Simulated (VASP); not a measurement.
Wanted: the native input for a VASP 6.6.1 run.

| Property | Result |
| --- | --- |
| Task | relaxation of cell and atoms |
| Functional | PBE |
| Potentials or basis | VASP PAW PBE potentials, release 64 (Al, N) |
| Cutoff | 600 eV |
| k mesh | 10 × 10 × 10 |
| Occupations | gaussian, width 0.02 eV |
| Spin | no spin polarisation |
| Dipole correction | no |
| Further INCAR settings | ALGO = Fast; EDIFF = 1e-06; IBRION = 2; EDIFFG = -0.01; NSW = 100; ISIF = 3 |

The structure of AlN lies in POSCAR:

```
AlN
1.0
    0.0000000000      2.0352491790      2.0352491790
    2.0352491790      0.0000000000      2.0352491790
    2.0352491790      2.0352491790      0.0000000000
Al N
1 1
Direct
    0.0000000000      0.0000000000      0.0000000000
    0.5000000000      0.5000000000      0.5000000000
```

The cell was built by a generator and needn't be a form met in nature.

One way to write it, as run:

INCAR

```
ALGO     = Fast           # electronic algorithm
EDIFF    = 1E-6           # SCF threshold, eV
EDIFFG   = -0.01          # ionic threshold
ENCUT    = 600            # plane-wave cutoff, eV
GGA      = PE             # functional
IBRION   = 2              # ionic algorithm
ISIF     = 3              # what is computed and relaxed
ISMEAR   = 0              # smearing method
LASPH    = True           # aspherical terms in the spheres
LCHARG   = False          # write CHGCAR
LREAL    = False          # projectors in reciprocal space
LWAVE    = False          # write WAVECAR
NELM     = 100            # most SCF steps
NSW      = 100            # ionic steps
PREC     = Accurate       # precision mode
SIGMA    = 0.02           # smearing width, eV
```

KPOINTS

```
k-points
0
Gamma
  10 10 10
```

Potentials or basis: VASP PAW PBE potentials, release 64 (Al, N).

Command:

```bash
$ cat potpaw_PBE.64/Al/POTCAR potpaw_PBE.64/N/POTCAR > POTCAR
$ mpirun -np 1 vasp_std > vasp.out
```

Results of the run:

- Relaxed volume: 8.42 Å³/atom
- Relaxed cell: a = 2.877 Å, b = 2.877 Å, c = 2.877 Å, α = 60.00°, β = 60.00°, γ = 60.00°
- Space group after relaxing (to 0.05 Å): Fm-3m (No. 225)
- Energy gained by relaxing: 0.0 meV/atom
- Ionic steps: 3
- Pressure after relaxing: 0.0 GPa
- Band gap on the k mesh: 4.43 eV, indirect (least direct gap 5.41 eV)

It took 12 s on 1 thread of AMD EPYC 7R13 Processor (Zen 3), on a shared host, peak memory 0.1 GiB.
